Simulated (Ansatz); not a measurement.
**Fe under changes of volume**

One of the cells (12.019 Å³/atom); the others are scaled copies at fixed shape and fractional positions:

```
Fe
1.0
    -1.44300    1.44300    1.44300
     1.44300   -1.44300    1.44300
     1.44300    1.44300   -1.44300
Fe
1
Direct
  0.00000 0.00000 0.00000
```

| Property | Result |
| --- | --- |
| Program | Ansatz 0.2.0 |
| Functional | r2SCAN |
| Potentials or basis | Ansatz PAW |
| Cutoff | 500 eV (not typed: the program's choice for these potentials) |
| k mesh | 13 × 13 × 13 |
| Occupations | fermi-dirac, width 0.05 eV |
| Spin | collinear spin, ferromagnetic start |
| Starting moments | [3.0] μB |

```tsv
volume (Å³/atom)	energy over the lowest point (meV/atom)	pressure (GPa)	moment (μB per cell)
11.298	13.28	9.1	2.64
11.538	3.08	4.3	2.65
11.778	0.00	-0.1	2.65
12.019	3.33	-4.0	2.65
12.259	?	?	?
12.499	25.37	-10.3	2.67
12.740	43.18	-13.1	2.67
```

Problem. What does the run at 12.259 Å³/atom give?

Solution. Energy over the lowest point 12.04 meV/atom; pressure -7.3 GPa; moment 2.66 μB per cell.

Worked out: A Birch-Murnaghan fit of order 3 (a polynomial in V^(-2/3)) to the other rows has its minimum at 11.77 Å³/atom with B0 = V·E''(V) = 205 GPa and B' = 5.5. It gives 11.95 meV/atom at 12.259 Å³/atom, against the run's 12.04, and -dE/dV = -7.5 GPa, against -7.3. A straight line through the other rows of the moment, of slope 0.0209 μB per Å³/atom, gives 2.66 μB, against the run's 2.66.

Energies are extrapolated to zero smearing.

Caveats: the magnetic or orbital state may not be the lowest; the PAW data sets come from PBE, with cores solved anew for the run's functional, which leaves a small shift of forces and pressure.
